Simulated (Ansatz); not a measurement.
# Searching the electronic states of Co, part 2 of 2

Is Co magnetic at this level, in which order, and do all starts find it? Single-point runs from several starts follow. Co is taken in the measured crystal structure (space group Fm-3m, primitive cell doubled), 2 atoms in the cell. Source: COD entry 9012927.

Ansatz 0.2.0; DFT PBE, PAW, plane waves, scalar-relativistic. The steps go on from the part before.

### Step 5. Spin on, no moments given (the program may seed its own), plain SCF

The COD cell was measured well above room temperature, so it is larger than a cold one.

input.yaml reads:

```yaml
crystal:
  lattice:
    - [3.572, 1.786, 1.786]
    - [1.786, 3.572, 1.786]
    - [1.786, 1.786, 3.572]
  atoms:
    - { symbol: Co, position: [0.0, 0.0, 0.0] }
    - { symbol: Co, position: [0.5, 0.5, 0.5] }
hamiltonian:
  xc: pbe
  pseudopotentials: { kind: paw }
basis:
  ecutwfc: 420
kpoints:
  mp_grid: { grid: [11, 11, 11] }
scf:
  occupations: { method: fermi_dirac, width: 0.05 }
  lower_state_search: "off"
output:
  forces: true
  stress: true
magnetization:
  spin_polarized: true
```

Log, shortened:

```text
[... 1 line as in an earlier run ...]
band count auto-derived: 24 (N_el = 34.0; filled up to band 17; 21 by the electrons, moments and atoms)
[... 20 lines as in an earlier run ...]
[...]
SCF iter   1: F=—  HF=-10249.849991 eV  |F-HF|=—  |Δ(HF+E_count)|=         —  Δρ=3.14e-1 (↑2.70e-1 ↓3.14e-1)  dr2=2.62e-1  dr2_m=1.78e1  M=4.137 μB ∫|m|=4.137 μB  ethr=8.80e-4  ⟨swp⟩=1.3  Hψ=18072  notcnv=0
[...]
SCF iter  10: F=-10252.251661 eV  HF=-10252.251661 eV  |F-HF|=5.53e-9  |Δ(HF+E_count)|=   3.97e-8  Δρ=7.98e-6 (↑4.04e-6 ↓7.98e-6)  dr2=1.37e-9  dr2_m=6.44e-9  M=3.302 μB ∫|m|=3.626 μB  ethr=2.94e-10  ⟨swp⟩=2.6  Hψ=24333  notcnv=0
[...]
SCF converged after 10 iterations
Magnetization: 3.3016 μB (18.6508 up, 15.3492 down)
Absolute magnetization: 3.6270 μB (∫|ρ↑−ρ↓|, with the PAW one-centre terms)
Spin contamination: 0.0571 ħ² per cell (⟨S²⟩ above its minimum at these occupations)
Per-site moments (μB) at R_I (Å): [(1.7247335665224903, 1.0418864867393185), (1.7247335665224903, 1.0418864867393185)]
Free energy (F): -10252.251661 eV
[...]
E sigma→0 (E₀):  -10252.240607 eV
Entropy (-TS):   -0.022107 eV (-11.053 meV/atom)
Fermi energy:    17.751102 eV
[... 24 lines left out: energy terms, forces, stress ...]
```

Wall time 6.3 s (2 threads of an Arm CPU, shared host); peak memory 0.37 GiB.

This is the state of step 2 again (ferromagnetic), after 10 iterations.

### Step 6. Parallel moments scaled by 0.1, plain SCF

Changes to input.yaml since step 5:

```diff
@@ -6,4 +6,6 @@
   atoms:
-    - { symbol: Co, position: [0.0, 0.0, 0.0] }
-    - { symbol: Co, position: [0.5, 0.5, 0.5] }
+    - { symbol: Co, position: [0.0, 0.0, 0.0], spin: 0.3 }
+    - { symbol: Co, position: [0.5, 0.5, 0.5], spin: 0.3 }
+magnetization:
+  spin_polarized: true
 hamiltonian:
@@ -21,3 +23 @@
   stress: true
-magnetization:
-  spin_polarized: true
```

Log, shortened:

```text
[... 11 lines as in an earlier run ...]
Bands: 22, of which v1, the nominal top of the filled ones, is band 17 counted from 1 (16 counted from 0)
[... 8 lines as in an earlier run ...]
Starting moments: Σ|m| = 0.6 μB on 2 of 2 sites
[... 2 lines as in an earlier run ...]
[...]
SCF iter   1: F=—  HF=-10251.857059 eV  |F-HF|=—  |Δ(HF+E_count)|=         —  Δρ=4.31e-2 (↑1.38e-2 ↓4.31e-2)  dr2=2.92e-1  dr2_m=6.21e-2  M=0.721 μB ∫|m|=0.733 μB  β_m=1.00  ethr=8.58e-4  ⟨swp⟩=1.0  Hψ=32963  notcnv=0
[...]
spin-set hold released at iteration 13 (site moments contracting): the magnetisation degrees of freedom join the quasi-Newton model from the next iteration; the mixer history was flushed
[...]
SCF iter  20: F=-10252.251661 eV  HF=-10252.251660 eV  |F-HF|=1.49e-8  |Δ(HF+E_count)|=   2.87e-7  Δρ=1.28e-5 (↑6.66e-6 ↓1.28e-5)  dr2=8.92e-9  dr2_m=1.26e-8  M=3.302 μB ∫|m|=3.626 μB  ethr=1.32e-10  ⟨swp⟩=4.0  Hψ=19564  notcnv=0
[...]
SCF converged after 20 iterations
Magnetization: 3.3015 μB (18.6508 up, 15.3492 down)
Absolute magnetization: 3.6270 μB (∫|ρ↑−ρ↓|, with the PAW one-centre terms)
Spin contamination: 0.0571 ħ² per cell (⟨S²⟩ above its minimum at these occupations)
Per-site moments (μB) at R_I (Å): [(1.7247101849169522, 1.0418864867393185), (1.7247101849169526, 1.0418864867393185)]
Free energy (F): -10252.251661 eV
[...]
E sigma→0 (E₀):  -10252.240608 eV
Entropy (-TS):   -0.022104 eV (-11.052 meV/atom)
Fermi energy:    17.751055 eV
[... 24 lines left out: energy terms, forces, stress ...]
```

Run time: 11 s. Hardware: 2 threads of an Arm CPU, shared host; peak memory 0.36 GiB.

The run ends in the same state as step 2 (ferromagnetic); it took 20 iterations.

### Step 7. Moments ++ scaled by 0.4, plain SCF

Changes to input.yaml since step 6:

```diff
@@ -6,4 +6,4 @@
   atoms:
-    - { symbol: Co, position: [0.0, 0.0, 0.0], spin: 0.3 }
-    - { symbol: Co, position: [0.5, 0.5, 0.5], spin: 0.3 }
+    - { symbol: Co, position: [0.0, 0.0, 0.0], spin: 1.2 }
+    - { symbol: Co, position: [0.5, 0.5, 0.5], spin: 1.2 }
 magnetization:
```

Log, shortened:

```text
[... 11 lines as in an earlier run ...]
Bands: 23, of which v1, the nominal top of the filled ones, is band 17 counted from 1 (16 counted from 0)
[... 8 lines as in an earlier run ...]
Starting moments: Σ|m| = 2.4 μB on 2 of 2 sites
[... 2 lines as in an earlier run ...]
[...]
SCF iter   1: F=—  HF=-10252.015649 eV  |F-HF|=—  |Δ(HF+E_count)|=         —  Δρ=8.46e-2 (↑4.71e-2 ↓8.46e-2)  dr2=1.67e-1  dr2_m=8.99e-1  M=2.858 μB ∫|m|=2.895 μB  β_m=1.00  ethr=4.92e-4  ⟨swp⟩=1.0  Hψ=34509  notcnv=0
[...]
spin-set hold released at iteration 6 (site moments contracting): the magnetisation degrees of freedom join the quasi-Newton model from the next iteration; the mixer history was flushed
[...]
SCF iter  13: F=-10252.251661 eV  HF=-10252.251661 eV  |F-HF|=9.66e-9  |Δ(HF+E_count)|=   1.66e-7  Δρ=1.10e-5 (↑4.05e-6 ↓1.10e-5)  dr2=1.27e-8  dr2_m=3.41e-9  M=3.302 μB ∫|m|=3.626 μB  ethr=2.31e-10  ⟨swp⟩=4.0  Hψ=19821  notcnv=0
[...]
SCF converged after 13 iterations
Magnetization: 3.3015 μB (18.6508 up, 15.3492 down)
Absolute magnetization: 3.6270 μB (∫|ρ↑−ρ↓|, with the PAW one-centre terms)
Spin contamination: 0.0571 ħ² per cell (⟨S²⟩ above its minimum at these occupations)
Per-site moments (μB) at R_I (Å): [(1.7247118522388318, 1.0418864867393185), (1.724711852238832, 1.0418864867393185)]
Free energy (F): -10252.251661 eV
[...]
E sigma→0 (E₀):  -10252.240608 eV
Entropy (-TS):   -0.022106 eV (-11.053 meV/atom)
Fermi energy:    17.751019 eV
[... 24 lines left out: energy terms, forces, stress ...]
```

It took 8.5 s on 2 threads of an Arm CPU, shared host; peak memory 0.37 GiB.

This is the state of step 2 again (ferromagnetic), after 13 iterations.

### Step 8. A moment on one site alone, plain SCF

Changes to input.yaml since step 7:

```diff
@@ -6,4 +6,4 @@
   atoms:
-    - { symbol: Co, position: [0.0, 0.0, 0.0], spin: 1.2 }
-    - { symbol: Co, position: [0.5, 0.5, 0.5], spin: 1.2 }
+    - { symbol: Co, position: [0.0, 0.0, 0.0], spin: 3.0 }
+    - { symbol: Co, position: [0.5, 0.5, 0.5] }
 magnetization:
```

Log, shortened:

```text
[... 14 lines as in an earlier run ...]
Magnetic group: BNS 166.97 (UNI 1327), of the structure as read, at distance tolerance 2.8e-5 Å
[... 5 lines as in an earlier run ...]
Starting moments: Σ|m| = 3 μB on 1 of 2 sites
[... 2 lines as in an earlier run ...]
SCF iter   1: F=—  HF=-10252.004241 eV  |F-HF|=—  |Δ(HF+E_count)|=         —  Δρ=1.27e-1 (↑1.27e-1 ↓6.03e-2)  dr2=7.12e0  dr2_m=4.87e-1  M=2.901 μB ∫|m|=2.974 μB  β_m=0.30  ethr=3.10e-3  ⟨swp⟩=5.4  Hψ=25448  notcnv=0
[...]
spin-set hold released at iteration 9 (the charge has settled, or the pull on large starting moments outlasts its swing): the magnetisation degrees of freedom join the quasi-Newton model from the next iteration; the mixer history was flushed
[...]
SCF iter  23: F=-10252.251661 eV  HF=-10252.251661 eV  |F-HF|=7.04e-9  |Δ(HF+E_count)|=   4.63e-9  Δρ=5.64e-6 (↑2.64e-6 ↓5.64e-6)  dr2=7.62e-9  dr2_m=7.81e-10  M=3.302 μB ∫|m|=3.626 μB  ethr=2.94e-10  ⟨swp⟩=2.0  Hψ=19505  notcnv=0
[...]
SCF converged after 23 iterations
Magnetization: 3.3015 μB (18.6508 up, 15.3492 down)
Absolute magnetization: 3.6270 μB (∫|ρ↑−ρ↓|, with the PAW one-centre terms)
Spin contamination: 0.0571 ħ² per cell (⟨S²⟩ above its minimum at these occupations)
Per-site moments (μB) at R_I (Å): [(1.7247241682935022, 1.0418864867393185), (1.7247030617639758, 1.0418864867393185)]
Free energy (F): -10252.251661 eV
[...]
E sigma→0 (E₀):  -10252.240608 eV
Entropy (-TS):   -0.022106 eV (-11.053 meV/atom)
Fermi energy:    17.751050 eV
[... 24 lines left out: energy terms, forces, stress ...]
```

Wall time 11 s (2 threads of an Arm CPU, shared host); peak memory 0.38 GiB.

Nothing new: the 23 iterations lead to the state found in step 2 (ferromagnetic).

### Step 9. All ends together

| step | iterations | state | moments of Co1 Co2 (μB) | total (μB) | gap (eV) | pressure (GPa) | above lowest (meV/atom) |
| --- | --- | --- | --- | --- | --- | --- | --- |
| 2 | 10 | 1 | 1.72 1.72 | 3.30 | none | -8.8 | 0.0 |
| 3 | 12 | 2 | 1.23 -1.23 | 0.00 | none | -12.8 | 217 |
| 4 | 6 | 3 | 0.00 0.00 | 0.00 | none | -20.1 | 240 |
| 5 | 10 | 1 | 1.72 1.72 | 3.30 | none | -8.8 | 0.0 |
| 6 | 20 | 1 | 1.72 1.72 | 3.30 | none | -8.8 | 0.0 |
| 7 | 13 | 1 | 1.72 1.72 | 3.30 | none | -8.8 | 0.0 |
| 8 | 23 | 1 | 1.72 1.72 | 3.30 | none | -8.8 | 0.0 |

States are numbered from the lowest. Starts by step: 2 parallel moments, plain SCF; 3 opposed moments +-, plain SCF; 4 no spin polarisation; 5 spin on, no moments given (the program may seed its own), plain SCF; 6 parallel moments scaled by 0.1, plain SCF; 7 moments ++ scaled by 0.4, plain SCF; 8 a moment on one site alone, plain SCF.

The 7 runs of this session took 51 s in all, from 2.1 s to 11 s each.

Decimal logarithm of the largest residual (eV) by iteration, counted through all cycles of a run:

| iteration | step 2 | step 3 | step 4 | step 5 | step 6 | step 7 | step 8 |
| --- | --- | --- | --- | --- | --- | --- | --- |
| 1 | 0.3 | 0.4 | -3.3 | 1.3 | -0.5 | 0.0 | 0.9 |
| 2 | 0.1 | 0.2 | -3.9 | -0.7 | -1.5 | -0.9 | 1.5 |
| 3 | 0.2 | 0.4 | -5.3 | -1.4 | -1.5 | -1.8 | 0.0 |
| 4 | -2.0 | -1.4 | -6.3 | -1.8 | -1.4 | -2.2 | 0.1 |
| 5 | -1.9 | -1.8 | -7.7 | -2.4 | -1.3 | -2.4 | 0.0 |
| 7 | -4.4 | -3.2 | - | -4.2 | -1.1 | -2.5 | 0.4 |
| 9 | -7.2 | -4.3 | - | -6.4 | -0.7 | -1.9 | -0.3 |
| 11 | - | -6.3 | - | - | -1.1 | -6.1 | 1.6 |
| 13 | - | - | - | - | -1.7 | -7.9 | -0.6 |
| 15 | - | - | - | - | -0.5 | - | -1.7 |
| 17 | - | - | - | - | -3.7 | - | -3.1 |
| 19 | - | - | - | - | -6.9 | - | -5.8 |
| 21 | - | - | - | - | - | - | -6.7 |
| 23 | - | - | - | - | - | - | -8.1 |

### Step 10. What came out

What follows sums up all 2 parts.

```
                      quantity                                                     value
               distinct states                                   3 from 7 converged runs
lowest state from plain starts                                             ferromagnetic
                   its moments                                     Co1 1.72, Co2 1.72 μB
                  total moment                                          3.30 μB per cell
             gap on the k-mesh                                                      none
                      pressure                                                  -8.8 GPa
                 largest force                                                0.000 eV/Å
                    next state                    antiferromagnetic, 217 meV/atom higher
                 highest state  non-magnetic (no spin polarisation), 240 meV/atom higher
```

What this shows: The 7 converged runs end in 3 distinct states. Switching spin polarisation off costs 240 meV/atom in free energy, smearing entropy included. The best antiferromagnetic state lies 217 meV/atom above the best ferromagnetic one. A lower state than any found can't be excluded.
